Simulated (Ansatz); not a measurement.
## Band table of K (beta tin type)

```yaml
crystal:
  lattice:
    - [-4.14208, 4.14208, 2.23724]
    - [4.14208, -4.14208, 2.23724]
    - [4.14208, 4.14208, -2.23724]
  atoms:
    - { symbol: K, position: [0.62500, 0.87500, 0.75000] }
    - { symbol: K, position: [0.37500, 0.12500, 0.25000] }
```

The cell comes from a relaxation on PAW files under the same functional, begun from a prototype that needn't be the stable phase.

Level of theory: DFT with PBE, scalar-relativistic, in Ansatz 0.2.0; a Γ-centred 10×10×10 k mesh, Fermi–Dirac smearing of 0.05 eV, no spin polarisation. LAPW: all electrons, basis error target 1 meV/atom.

Path points, in fractions of the reciprocal vectors: Γ (0.000, 0.000, 0.000), X (0.000, 0.000, 0.500), M (-0.500, 0.500, 0.500), Z (0.323, 0.323, -0.323), Z0 (-0.323, 0.677, 0.323), P (0.250, 0.250, 0.250). The distance column jumps between branches of the path. Levels in eV from the Fermi level; bands 3 to 11, counted from the lowest band of the run. The gap is zero, the pressure 0.00 GPa.

```
# k(1/Å) point b3 b4 b5 b6 b7 b8 b9 b10 b11
0.000 Γ -15.79 -15.79 -15.71 -15.71 -15.71 -15.71 -2.11 1.25 2.16
0.077 - -15.78 -15.78 -15.72 -15.71 -15.71 -15.71 -2.08 1.19 1.97
0.153 - -15.78 -15.78 -15.72 -15.72 -15.71 -15.71 -2.01 0.95 1.86
0.230 - -15.78 -15.78 -15.73 -15.72 -15.71 -15.71 -1.88 0.59 1.91
0.306 - -15.77 -15.77 -15.73 -15.73 -15.71 -15.71 -1.70 0.19 2.04
0.383 - -15.77 -15.77 -15.74 -15.73 -15.71 -15.71 -1.48 -0.20 2.22
0.460 - -15.76 -15.76 -15.75 -15.74 -15.71 -15.71 -1.21 -0.57 2.43
0.536 X -15.75 -15.75 -15.75 -15.75 -15.71 -15.71 -0.91 -0.91 2.65
0.613 - -15.76 -15.76 -15.74 -15.74 -15.71 -15.71 -0.89 -0.89 2.31
0.690 - -15.77 -15.77 -15.73 -15.73 -15.71 -15.71 -0.82 -0.82 1.92
0.766 - -15.78 -15.78 -15.73 -15.73 -15.71 -15.71 -0.70 -0.70 1.54
0.843 - -15.79 -15.79 -15.72 -15.72 -15.71 -15.71 -0.55 -0.55 1.17
0.919 - -15.79 -15.79 -15.72 -15.72 -15.71 -15.71 -0.35 -0.35 0.81
0.996 - -15.80 -15.80 -15.71 -15.71 -15.70 -15.70 -0.13 -0.13 0.49
1.073 M -15.80 -15.80 -15.71 -15.71 -15.70 -15.70 0.06 0.06 0.27
1.181 - -15.80 -15.79 -15.72 -15.71 -15.71 -15.70 -0.40 0.12 0.30
1.289 - -15.79 -15.78 -15.72 -15.71 -15.71 -15.71 -0.89 0.28 0.38
1.398 - -15.79 -15.77 -15.74 -15.71 -15.71 -15.71 -1.31 0.52 0.55
1.506 - -15.79 -15.76 -15.75 -15.71 -15.71 -15.71 -1.65 0.70 0.90
1.614 - -15.79 -15.77 -15.73 -15.71 -15.71 -15.71 -1.90 0.93 1.33
1.723 - -15.79 -15.78 -15.72 -15.71 -15.71 -15.71 -2.06 1.15 1.79
1.831 Γ -15.79 -15.79 -15.71 -15.71 -15.71 -15.71 -2.11 1.25 2.16
1.961 - -15.78 -15.78 -15.72 -15.72 -15.71 -15.71 -2.03 1.31 2.24
2.090 - -15.78 -15.78 -15.73 -15.73 -15.71 -15.71 -1.82 1.48 2.43
2.220 - -15.78 -15.78 -15.75 -15.75 -15.71 -15.71 -1.46 1.77 2.32
2.349 - -15.78 -15.78 -15.76 -15.76 -15.71 -15.71 -0.98 2.01 2.01
2.479 - -15.78 -15.78 -15.77 -15.77 -15.71 -15.71 -0.40 1.59 1.59
2.608 - -15.78 -15.78 -15.77 -15.76 -15.71 -15.71 0.28 1.19 1.19
2.738 Z -15.79 -15.79 -15.76 -15.76 -15.71 -15.71 0.85 0.85 0.92
3.600 Z0 -15.79 -15.79 -15.76 -15.76 -15.71 -15.71 0.85 0.85 0.92
3.671 - -15.79 -15.79 -15.76 -15.75 -15.70 -15.70 0.70 0.70 0.85
3.742 - -15.79 -15.79 -15.75 -15.74 -15.70 -15.70 0.57 0.57 0.64
3.813 - -15.79 -15.79 -15.74 -15.73 -15.70 -15.70 0.44 0.44 0.46
3.884 - -15.79 -15.79 -15.73 -15.72 -15.70 -15.70 0.28 0.28 0.38
3.955 - -15.80 -15.80 -15.72 -15.72 -15.70 -15.70 0.16 0.16 0.32
4.026 - -15.80 -15.80 -15.72 -15.71 -15.70 -15.70 0.09 0.09 0.28
4.097 M -15.80 -15.80 -15.71 -15.71 -15.70 -15.70 0.06 0.06 0.27
4.634 X -15.75 -15.75 -15.75 -15.75 -15.71 -15.71 -0.91 -0.91 2.65
4.734 - -15.75 -15.75 -15.75 -15.75 -15.71 -15.71 -0.87 -0.87 2.66
4.834 - -15.76 -15.76 -15.75 -15.75 -15.72 -15.72 -0.75 -0.75 2.65
4.935 - -15.76 -15.76 -15.75 -15.75 -15.72 -15.72 -0.56 -0.56 2.54
5.035 - -15.76 -15.76 -15.75 -15.75 -15.73 -15.73 -0.29 -0.29 2.22
5.135 - -15.77 -15.77 -15.75 -15.75 -15.73 -15.73 0.03 0.03 1.78
5.235 - -15.78 -15.78 -15.74 -15.74 -15.73 -15.73 0.41 0.41 1.31
5.336 P -15.78 -15.78 -15.74 -15.74 -15.73 -15.73 0.78 0.78 0.92
```
